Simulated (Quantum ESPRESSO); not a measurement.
The system is GaN.

```xyz
4
Lattice="3.1800 0.0000 0.0000 -1.5900 2.7540 0.0000 0.0000 0.0000 5.1660" Properties=species:S:1:pos:R:3 pbc="T T T"
Ga    1.5900    0.9180    2.5830
Ga    0.0000    1.8360    0.0000
N     1.5900    0.9180    4.5203
N     0.0000    1.8360    1.9373
```

- Program: Quantum ESPRESSO 7.5
- Task: phonons
- Functional: vdW-DF-cx
- Potentials or basis: PseudoDojo 0.4.1 SR PBE standard
- Cutoff: 1143 eV
- Density cutoff: 4572 eV
- k mesh: 6 × 6 × 4, shifted
- Occupations: fermi-dirac, width 0.05 eV
- Spin: no spin polarisation
- Mixing beta: 0.5
- Most SCF iterations: 120
- SCF threshold: 8e-10 Ry

The cell and the atoms were relaxed first, to 11.46 Å³/atom (a = 3.190 Å, b = 3.190 Å, c = 5.201 Å, α = 90.00°, β = 90.00°, γ = 120.00°), and the response was taken there.

The first run showed a gap, so the response started from a second, tighter run with fixed occupations.

**Question.** What is the highest optical frequency at the zone centre, leaving out the macroscopic field of polar modes?

**Answer.** 674 cm⁻¹, a mode of symmetry B1 (silent).

Optical modes at Γ, degenerate ones joined, polar ones without the macroscopic field:
```
cm⁻¹  components  symmetry     active in  IR intensity, summed ((D/Å)²/amu)
 135           2        E2         Raman                               0.00
 327           1        B1        silent                               0.00
 520           1        A1  IR and Raman                              30.25
 542           2        E1  IR and Raman                              56.12
 549           2        E2         Raman                               0.00
 674           1        B1        silent                               0.00
```

Caveat: the potentials were made for another functional, which shifts forces and pressure.
